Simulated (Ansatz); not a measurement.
# ScAl: properties at the relaxed cell

An exercise on one series of results from a longer session: the logs are not shown, and one member is left open.

Method: DFT PBEsol, scalar-relativistic, plane waves, PAW, in Ansatz 0.2.0.

1 further run of the same task is left out (set aside as unsound or not needed).

## Starting point

Symmetry: Pm-3m, No. 221, cubic system. Conventional cell: a = 3.344 Å, b = 3.344 Å, c = 3.344 Å, α = 90.00°, β = 90.00°, γ = 90.00°. Sc (site symmetry m-3m) has 8 Al at 2.90 Å as nearest neighbours. Al (site symmetry m-3m) is surrounded by 8 Sc at 2.90 Å.

Structure file:

```cif
data_structure
_symmetry_space_group_name_H-M 'P 1'
_symmetry_Int_Tables_number 1
_cell_length_a 3.3444
_cell_length_b 3.3444
_cell_length_c 3.3444
_cell_angle_alpha 90.000
_cell_angle_beta 90.000
_cell_angle_gamma 90.000
_cell_volume 37.41
loop_
_atom_site_label
_atom_site_type_symbol
_atom_site_fract_x
_atom_site_fract_y
_atom_site_fract_z
_atom_site_occupancy
Sc1 Sc 0.50000 0.50000 0.50000 1
Al1 Al 0.00000 0.00000 0.00000 1
```

It goes back to an entry of the Materials Project, which need not be the stable form.

It is the result of an earlier relaxation at this level (volume 18.70 Å³/atom; gap on the mesh: none (metal)).

The first run:

File input.yaml:

```yaml
crystal:
  lattice:
    - [3.3444038945, 0.0, 0.0]
    - [0.0, 3.3444038945, 0.0]
    - [0.0, 0.0, 3.3444038945]
  atoms:
    - { symbol: Sc, position: [0.5, 0.5, 0.5] }
    - { symbol: Al, position: [0.0, 0.0, 0.0] }
basis:
  ecutwfc: 420
kpoints:
  mp_grid: { grid: [12, 12, 12] }
  band_path:
    path:
      - [[0.0, 0.0, 0.0], [0.0, 0.5, 0.0], [0.5, 0.5, 0.0], [0.0, 0.0, 0.0], [0.5, 0.5, 0.5], [0.0, 0.5, 0.0]]
      - [[0.5, 0.5, 0.5], [0.5, 0.5, 0.0]]
    npoints: 14
hamiltonian:
  xc: pbesol
scf:
  occupations: { method: gaussian, width: 0.1 }
  n_extra_bands: 6
output:
  forces: true
  stress: true
  eigenvalues: true
  populations: true
  dos: { projected: true, de: 0.02, nscf_kmesh: { grid: [18, 18, 18] } }
  bader: true
  write_density: true
  write_potential: true
  elf: true
  volumetric_format: npy
```

On the command line:

```bash
$ ansatz run input.yaml --threads 1 --pin off --max-ram 2560MiB --backend cpu --events-out ev --progress --plain --runs-dir out
```

Steps of the session up to this table: Electronic structure at the relaxed geometry; The cell scaled to 0.97 of its volume; Point at V/V0 = 1.03; The cell scaled to 0.94 of its volume; The cell scaled to 1.06 of its volume.

One table of the session follows, with a row left open; its other results are not shown here.

It belongs to the step «Equation of state». 

```
volume (Å³/atom)  energy above the lowest point (meV/atom)  pressure (GPa)
          17.581                                      19.0            5.74
          18.143                                         ?               ?
          18.704                                       0.0           -0.01
          19.265                                       4.2           -2.26
          19.826                                      15.6           -4.20
```

Estimate the missing values for volume (Å³/atom) = 18.143.

Worked estimate for «energy above the lowest point (meV/atom)». A straight line through the neighbours (17.581, 19.0) and (18.704, 0.0) gives 19.0 + (0.0 − 19.0) × (18.143 − 17.581) / (18.704 − 17.581) = 9.5; a parabola fitted to 3 rows on both sides gives 4.9.

As computed: energy above the lowest point (meV/atom): 4.5; pressure (GPa): 2.66. In «energy above the lowest point (meV/atom)» the line misses by +5.0 and the parabola by +0.4.
